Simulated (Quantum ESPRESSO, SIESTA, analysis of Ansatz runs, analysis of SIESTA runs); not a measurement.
# Levels of V_I in NaI (Fm-3m), rung by rung (SIESTA), part 4 of 5

We place the charge-transition levels of V_I in NaI (Fm-3m) with atom-centred orbitals, then repeat the energies at other levels of method to see what holds. Model: a cell of 54 host atoms with 1 I taken out.

SIESTA 5.4.2; SIESTA numerical-orbital DFT, PBEsol, DZP basis, PseudoDojo 0.4.1 potentials converted to PSML; charged supercells in a uniform background, point-charge correction with alignment at far sites.

So far. Step 7 (SIESTA, PBEsol, DZP, mesh 300 Ry, energy shift 0.002 …): Against the first level the gap goes from 3.69 to 3.69 eV, and the level that moves most, (0/−1), from 3.42 to 3.40 eV.

## (8) SIESTA, PBEsol, SZP, mesh 300 Ry, energy shift 0.005 Ry, with orbitals at the vacancy, k = ¼

Level of this step: SIESTA numerical-orbital DFT, PBEsol, SZP basis, PseudoDojo 0.4.1 potentials converted to PSML; single point of a defect supercell at fixed charge in a uniform background (SIESTA).

The basis is cut down to SZP on the same structures. It is cheaper, and shows which numbers a minimal description loses first.

Contents of defect.fdf:

```
SystemName                      Na27I26
SystemLabel                     defect
NumberOfSpecies                 3
NumberOfAtoms                   54
%block ChemicalSpeciesLabel
  1   11 Na
  2   53 I
  3  -53 I_ghost
%endblock ChemicalSpeciesLabel
LatticeConstant                 1.0 Ang
%block LatticeVectors
     0.000000000     9.655971000     9.655971000
     9.655971000     0.000000000     9.655971000
     9.655971000     9.655971000     0.000000000
%endblock LatticeVectors
AtomicCoordinatesFormat         Fractional
%block AtomicCoordinatesAndAtomicSpecies
     0.000032778     0.000039509     0.000002537  1
     0.166928629     0.167032502     0.166933496  2
     0.000051989    -0.000048778     0.333057856  1
[... 25 atom lines left out ...]
     0.500055665     0.499972504     0.836189442  2
[... 3 atom lines left out ...]
     0.500115265     0.835775863     0.499964996  2
[... 1 atom line left out ...]
     0.500874381     0.832895159     0.832976249  2
[... 9 atom lines left out ...]
     0.835962069     0.499975248     0.500119926  2
[... 1 atom line left out ...]
     0.832842704     0.500870912     0.833013169  2
[... 3 atom lines left out ...]
     0.832882162     0.832958073     0.500892453  2
[... 2 atom lines left out ...]
     0.500000000     0.500000000     0.500000000  3
%endblock AtomicCoordinatesAndAtomicSpecies
%block kgrid.MonkhorstPack
    1   0   0  0.25
    0   1   0  0.25
    0   0   1  0.25
%endblock kgrid.MonkhorstPack
XC.Functional                   GGA
XC.Authors                      PBEsol
PAO.BasisSize                   SZP
PAO.EnergyShift                 0.005 Ry
Mesh.Cutoff                     300 Ry
NetCharge                       -1.0
OccupationFunction              FD
ElectronicTemperature           0.01 eV
MaxSCFIterations                150
SCF.MustConverge                true
SCF.Mixer.Method                Pulay
SCF.Mixer.Weight                0.2
SCF.Mixer.History               10
SCF.DM.Tolerance                1.0e-4
SCF.H.Tolerance                 1.0e-3 eV
WriteForces                     true
Charge.Mulliken                 end
SaveRho                         true
SaveElectrostaticPotential      true
Charge.Hirshfeld                end
Charge.Voronoi                  end
```

Started as:

```bash
> OMP_NUM_THREADS=1 siesta defect.fdf > defect.out
```

Log:

```text
Version         : 5.4.2

                           ***********************
                           *  WELCOME TO SIESTA  *
                           ***********************

[...]
reinit: Reading from file defect.fdf

reinit: -----------------------------------------------------------------------
reinit: System Name: Na27I26
reinit: -----------------------------------------------------------------------
reinit: System Label: defect
reinit: -----------------------------------------------------------------------

initatom: Reading input for the pseudopotentials and atomic orbitals ----------
Species number:   1 Atomic number:   11 Label: Na
Species number:   2 Atomic number:   53 Label: I
Species number:   3 Atomic number:  -53 Label: I_ghost (floating PAOs)

[... pseudopotential checks and orbital generation ...]

prinput: Basis input

PAO.BasisType split

%block ChemicalSpeciesLabel
    1   11 Na                      # Species index, atomic number, species label
    2   53 I                       # Species index, atomic number, species label
    3  -53 I_ghost                 # Species index, atomic number, species label
%endblock ChemicalSpeciesLabel

%block PAO.Basis                 # Define Basis set
# WARNING: This information might be incomplete!
Na                    4                    # Species label, number of l-shells
 n=2   0   1                         # n, l, Nzeta
   2.788
   1.000
 n=3   0   1                         # n, l, Nzeta
   9.697
[...]
n=2   1   1                         # n, l, Nzeta
[...]
n=3   1   1                         # n, l, Nzeta
[...]
I                     2                    # Species label, number of l-shells
 n=5   0   1                         # n, l, Nzeta
[...]
(Free)E + p*V (eV/cell)   -42743.4618
Target enthalpy (eV/cell)   -42741.2418
[...]
siesta: Final energy (eV):
siesta:  Band Struct. =   -9777.868154
siesta:       Kinetic =   22621.419634
siesta:       Hartree =   15663.571811
siesta:         Exch. =   -7179.898874
siesta:         Corr. =    -599.636236
siesta:   Exch.-corr. =   -7779.535110
siesta:  Ion-electron =  -54966.248722
siesta:       Ion-ion =  -18280.449391
siesta:         Total =  -42741.241778
siesta:         Fermi =      -2.176999
[...]
siesta: Atomic forces (eV/Ang):
siesta:      1   -0.005877    0.001277   -0.002538
siesta:      2    0.002881    0.004489   -0.000314
siesta:      3    0.003350    0.002370    0.000060
[...]
siesta:     53   -0.004040   -0.003293    0.000128
siesta:     54    0.000382   -0.001120   -0.001031
siesta: ----------------------------------------
siesta:    Tot    0.034612    0.028781    0.018469
[...]
siesta: Stress tensor (static) (eV/Ang**3):
siesta:     0.001224    0.000230    0.000227
siesta:     0.000230    0.001230    0.000229
siesta:     0.000227    0.000229    0.001244
[...]
siesta: Cell volume =       1800.602521 Ang**3
[...]
siesta: Pressure (static):
siesta:                Solid            Molecule  Units
siesta:          -0.00001343         -0.00001409  Ry/Bohr**3
siesta:          -0.00123292         -0.00129329  eV/Ang**3
siesta:          -1.97535175         -2.07208627  kBar
[...]
mulliken: Qtot =      426.000

Mulliken Atomic Populations:
Atom #   charge [q] valence [e]  Species
     1     0.112190    8.887810  Na
     2    -0.155888    7.155888  I
     3     0.115694    8.884306  Na
     4    -0.156308    7.156308  I
     5     0.115843    8.884157  Na
     6    -0.146614    7.146614  I
[...]
50     0.036453    8.963547  Na
    51    -0.156332    7.156332  I
    52     0.137220    8.862780  Na
    53    -0.155710    7.155710  I
    54     7.010787   -0.010787  I_ghost
 Total     6.000000

[...]
Job completed
```

Elapsed: 4.3 min, on 1 MPI rank of Intel Xeon Platinum 8259CL at 2.50GHz (Skylake/Cascade Lake), shared host; peak memory 0.89 GiB.

On the kept structures the largest force at this level is 0.05 eV/Å, so they are close to rest here too.

By state, in eV; the first energy still holds the atoms taken out or put in:

| charge | moment (μB) | energy over the host, electrons at the valence top | point-charge term | potential shift at far sites | its spread | correction |
| --- | --- | --- | --- | --- | --- | --- |
| −1 | 0 | 358.668 | 0.240 | 0.036 | 0.032 | 0.204 |
| 0 | 1 | 355.426 | 0.000 | - | - | 0.000 |
| +1 | 0 | 352.151 | 0.240 | 0.022 | 0.011 | 0.263 |

Against the first level the gap goes from 3.69 to 3.91 eV, and the level that moves most, (+1/0), from 2.93 to 3.01 eV; counted from the conduction bottom it moves by 0.14 eV, so it follows the valence band more closely, by this count alone (no common zero is set between the two levels of method).

## (9) SIESTA, PBEsol, TZP, mesh 300 Ry, energy shift 0.005 Ry, with orbitals at the vacancy, k = ¼

The basis is enlarged to TZP on the same structures. If the levels stay put, the first basis was large enough for them.

Edit defect.fdf of step 8 so:

```diff
@@ -42,3 +42,3 @@
 XC.Authors                      PBEsol
-PAO.BasisSize                   SZP
+PAO.BasisSize                   TZP
 PAO.EnergyShift                 0.005 Ry
```

Log:

```text
Version         : 5.4.2

                           ***********************
                           *  WELCOME TO SIESTA  *
                           ***********************

[...]
reinit: Reading from file defect.fdf

reinit: -----------------------------------------------------------------------
reinit: System Name: Na27I26
reinit: -----------------------------------------------------------------------
reinit: System Label: defect
reinit: -----------------------------------------------------------------------

initatom: Reading input for the pseudopotentials and atomic orbitals ----------
Species number:   1 Atomic number:   11 Label: Na
Species number:   2 Atomic number:   53 Label: I
Species number:   3 Atomic number:  -53 Label: I_ghost (floating PAOs)

[... pseudopotential checks and orbital generation ...]

prinput: Basis input

PAO.BasisType split

%block ChemicalSpeciesLabel
    1   11 Na                      # Species index, atomic number, species label
    2   53 I                       # Species index, atomic number, species label
    3  -53 I_ghost                 # Species index, atomic number, species label
%endblock ChemicalSpeciesLabel

%block PAO.Basis                 # Define Basis set
# WARNING: This information might be incomplete!
Na                    4                    # Species label, number of l-shells
 n=2   0   1                         # n, l, Nzeta
   2.788
   1.000
 n=3   0   3                         # n, l, Nzeta
   9.697      7.095      7.898
   1.000      1.000      1.000
 n=2   1   1                         # n, l, Nzeta
   3.254
   1.000
 n=3   1   1                         # n, l, Nzeta
   9.697
   1.000
I                     2                    # Species label, number of l-shells
[...]
1   -0.005873    0.001177   -0.002780
     2    0.001769    0.003506   -0.001032
     3    0.002836    0.001530    0.000257
[...]
53   -0.003129   -0.002374    0.000843
    54    0.000411   -0.001465   -0.001461
   Tot    0.036793    0.028106    0.019406
   Max    0.026918
   Res    0.006750    sqrt( Sum f_i^2 / 3N )
   Max    0.026918    constrained
[...]
Stress tensor Voigt[x,y,z,yz,xz,xy] (kbar):        0.81        0.82        0.84        0.46        0.46        0.46
(Free)E + p*V (eV/cell)   -42745.0648
Target enthalpy (eV/cell)   -42744.1396
[...]
siesta: Final energy (eV):
siesta:  Band Struct. =   -9794.687417
siesta:       Kinetic =   22603.294069
siesta:       Hartree =   15648.605862
siesta:         Exch. =   -7176.390497
siesta:         Corr. =    -599.468934
siesta:   Exch.-corr. =   -7775.859431
siesta:  Ion-electron =  -54939.730754
siesta:       Ion-ion =  -18280.449391
siesta:         Total =  -42744.139646
siesta:         Fermi =      -2.485979
[...]
siesta: Stress tensor (static) (eV/Ang**3):
siesta:     0.000508    0.000288    0.000286
siesta:     0.000288    0.000511    0.000287
siesta:     0.000286    0.000287    0.000522
[...]
siesta: Cell volume =       1800.602521 Ang**3
[...]
siesta: Pressure (static):
siesta:                Solid            Molecule  Units
siesta:          -0.00000560         -0.00000602  Ry/Bohr**3
siesta:          -0.00051382         -0.00055258  eV/Ang**3
siesta:          -0.82322793         -0.88533084  kBar
[...]
mulliken: Qtot =      426.000

Mulliken Atomic Populations:
Atom #   charge [q] valence [e]  Species
     1    -0.202753    9.202753  Na
     2     0.179018    6.820982  I
     3    -0.234624    9.234624  Na
     4     0.177570    6.822430  I
     5    -0.234444    9.234444  Na
     6     0.189542    6.810458  I
[...]
50    -0.191457    9.191457  Na
    51     0.177510    6.822490  I
    52    -0.210593    9.210593  Na
    53     0.179653    6.820347  I
    54     7.034893   -0.034893  I_ghost
 Total     6.000000

[...]
Job completed
```

Elapsed: 7.7 min, on 1 MPI rank; peak memory 1.1 GiB.

On the kept structures the largest force at this level is 0.05 eV/Å, so they are close to rest here too.

By state, in eV; the first energy still holds the atoms taken out or put in:

```
charge  moment (μB)  energy over the host, electrons at the valence top  point-charge term  potential shift at far sites  its spread  correction
    −1            0                                             358.643              0.240                         0.045       0.032       0.196
     0            1                                             355.428              0.000                             -           -       0.000
    +1            0                                             352.240              0.240                         0.020       0.014       0.260
```

Against the first level the gap goes from 3.69 to 3.66 eV, and the level that moves most, (0/−1), from 3.42 to 3.41 eV.

## (10) SIESTA, PBEsol, DZP, mesh 300 Ry, energy shift 0.005 Ry, without orbitals at the vacancy, k = ¼

Basis functions at the vacant site are taken away. Electrons trapped in a vacancy have no atom to sit on, so a basis that only follows atoms may describe them poorly.

Contents of defect.fdf:

```
SystemName                      Na27I26
SystemLabel                     defect
NumberOfSpecies                 2
NumberOfAtoms                   53
%block ChemicalSpeciesLabel
  1   11 Na
  2   53 I
%endblock ChemicalSpeciesLabel
LatticeConstant                 1.0 Ang
%block LatticeVectors
     0.000000000     9.655971000     9.655971000
     9.655971000     0.000000000     9.655971000
     9.655971000     9.655971000     0.000000000
%endblock LatticeVectors
AtomicCoordinatesFormat         Fractional
%block AtomicCoordinatesAndAtomicSpecies
     0.000032778     0.000039509     0.000002537  1
     0.166928629     0.167032502     0.166933496  2
[... 25 atom lines left out ...]
     0.354158841     0.354604058     0.644931980  1
[... 3 atom lines left out ...]
     0.352541189     0.647633107     0.353139576  1
[... 1 atom line left out ...]
     0.350607722     0.649049381     0.648760751  1
[... 9 atom lines left out ...]
     0.650000295     0.350223504     0.350487072  1
[... 1 atom line left out ...]
     0.649316780     0.350448753     0.649126328  1
[... 3 atom lines left out ...]
     0.647100224     0.647989829     0.352190888  1
[... 2 atom lines left out ...]
     0.832992197     0.833041804     0.833076808  2
%endblock AtomicCoordinatesAndAtomicSpecies
%block kgrid.MonkhorstPack
    1   0   0  0.25
    0   1   0  0.25
    0   0   1  0.25
%endblock kgrid.MonkhorstPack
XC.Functional                   GGA
XC.Authors                      PBEsol
PAO.BasisSize                   DZP
PAO.EnergyShift                 0.005 Ry
Mesh.Cutoff                     300 Ry
NetCharge                       -1.0
OccupationFunction              FD
ElectronicTemperature           0.01 eV
MaxSCFIterations                150
SCF.MustConverge                true
SCF.Mixer.Method                Pulay
SCF.Mixer.Weight                0.2
SCF.Mixer.History               10
SCF.DM.Tolerance                1.0e-4
SCF.H.Tolerance                 1.0e-3 eV
WriteForces                     true
Charge.Mulliken                 end
SaveRho                         true
SaveElectrostaticPotential      true
Charge.Hirshfeld                end
Charge.Voronoi                  end
```

Log:

```text
Version         : 5.4.2

                           ***********************
                           *  WELCOME TO SIESTA  *
                           ***********************

[...]
reinit: Reading from file defect.fdf

reinit: -----------------------------------------------------------------------
reinit: System Name: Na27I26
reinit: -----------------------------------------------------------------------
reinit: System Label: defect
reinit: -----------------------------------------------------------------------

initatom: Reading input for the pseudopotentials and atomic orbitals ----------
Species number:   1 Atomic number:   11 Label: Na
Species number:   2 Atomic number:   53 Label: I

[... pseudopotential checks and orbital generation ...]

prinput: Basis input

PAO.BasisType split

%block ChemicalSpeciesLabel
    1   11 Na                      # Species index, atomic number, species label
    2   53 I                       # Species index, atomic number, species label
%endblock ChemicalSpeciesLabel

%block PAO.Basis                 # Define Basis set
# WARNING: This information might be incomplete!
Na                    4                    # Species label, number of l-shells
 n=2   0   1                         # n, l, Nzeta
   2.788
   1.000
 n=3   0   2                         # n, l, Nzeta
   9.697      7.095
   1.000      1.000
 n=2   1   1                         # n, l, Nzeta
   3.254
   1.000
 n=3   1   1                         # n, l, Nzeta
   9.697
   1.000
I                     2                    # Species label, number of l-shells
 n=5   0   2                         # n, l, Nzeta
   5.078      3.466
   1.000      1.000
 n=5   1   2 P   1                   # n, l, Nzeta, Polarization, NzetaPol
   6.432      4.444
   1.000      1.000
[...]
siesta: Atomic forces (eV/Ang):
     1   -0.005882    0.001073   -0.002911
     2    0.001638    0.003229   -0.001400
     3    0.002005    0.000782    0.000644
[...]
52   -0.001971   -0.000678   -0.006258
    53   -0.002887   -0.002124    0.001158
   Tot    0.036583    0.029117    0.019626
   Max    0.033840
   Res    0.006587    sqrt( Sum f_i^2 / 3N )
   Max    0.033840    constrained
[...]
Stress tensor Voigt[x,y,z,yz,xz,xy] (kbar):        0.59        0.60        0.62        0.49        0.49        0.49
(Free)E + p*V (eV/cell)   -42743.8217
Target enthalpy (eV/cell)   -42743.1425
[...]
siesta: Final energy (eV):
siesta:  Band Struct. =   -9793.040400
siesta:       Kinetic =   22607.588079
siesta:       Hartree =   15649.041007
siesta:         Exch. =   -7175.804686
siesta:         Corr. =    -599.668410
siesta:   Exch.-corr. =   -7775.473096
siesta:  Ion-electron =  -54943.849077
siesta:       Ion-ion =  -18280.449391
siesta:         Total =  -42743.142479
siesta:         Fermi =      -2.798839
[...]
siesta: Stress tensor (static) (eV/Ang**3):
siesta:     0.000371    0.000309    0.000306
siesta:     0.000309    0.000375    0.000307
siesta:     0.000306    0.000307    0.000386
[...]
siesta: Cell volume =       1800.602521 Ang**3
[...]
siesta: Pressure (static):
siesta:                Solid            Molecule  Units
siesta:          -0.00000411         -0.00000437  Ry/Bohr**3
siesta:          -0.00037720         -0.00040146  eV/Ang**3
siesta:          -0.60434297         -0.64320629  kBar
[...]
mulliken: Qtot =      426.000

Mulliken Atomic Populations:
Atom #   charge [q] valence [e]  Species
     1    -0.090740    9.090740  Na
     2     0.036827    6.963173  I
     3    -0.087353    9.087353  Na
     4     0.036203    6.963797  I
     5    -0.087152    9.087152  Na
     6     0.051819    6.948181  I
[...]
50    -0.065951    9.065951  Na
    51     0.036153    6.963847  I
    52    -0.084237    9.084237  Na
    53     0.037560    6.962440  I
 Total    -1.000000

[...]
Job completed
```

Run time: 5.3 min. Hardware: 1 MPI rank; peak memory 0.96 GiB.

On the kept structures the largest force at this level is 0.05 eV/Å, so they are close to rest here too.

By state, in eV; the first energy still holds the atoms taken out or put in:

```csv
charge,moment (μB),"energy over the host, electrons at the valence top",point-charge term,potential shift at far sites,its spread,correction
−1,0,358.695,0.240,0.045,0.033,0.195
0,1,355.469,0.000,-,-,0.000
+1,0,352.279,0.240,0.022,0.013,0.263
```

Against the first level the gap goes from 3.69 to 3.69 eV, and the level that moves most, (+1/0), from 2.93 to 2.93 eV.

[end of part 4 of 5]

[Logs are printed without paths, hosts, clocks, repeated set-up lines and the standing remarks that a program may print on its own settings, such as how far it seeks lower states.]

[Hosts, paths, dates, database ids (printed as entryN), source tags and the programs' standing remarks are cut or masked in the printed files.]

[For some hosts the program warned that the k-mesh of the response run may be too coarse for force constants and the static dielectric constant; such warnings are not shown here.]

[Charge tables in the logs are Mulliken or Hirshfeld populations, whose sizes and signs can differ; where basis functions stand at a vacancy, SIESTA counts their charge against the missing atom's valence.]

[In relaxation paths of CP2K, step 0 can be the structure after the first move, since the trajectory file begins there, and the last row can be the final structure solved once more.]
